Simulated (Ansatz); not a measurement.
Take a crystal in which Hg has been replaced by Zn on all its sites, with the cell rescaled by a rough guess (in some cases also distorted within its space group) and nothing relaxed:

```
Zn
1.0
     3.36896    0.00000    0.00000
    -1.68448    2.91760    0.00000
     0.00000    0.00000    5.65465
Zn
2
Direct
  0.66667 0.33333 0.75000
  0.33333 0.66667 0.25000
```

Method: Ansatz 0.2.0, DFT PBE, scalar-relativistic, plane waves, PAW.

Cutoff 420 eV; k points 15×15×8 on the computed 2-atom cell (Γ-centred); Gaussian smearing, width 0.10 eV; no spin polarisation.

**Question.** Will this cell want to expand or contract, and how hard?

**Answer.** The pressure is -5.5 GPa (positive in compression), so the cell would contract.

**Question.** Is it a metal on this mesh?

**Answer.** Yes, a band crosses the Fermi level.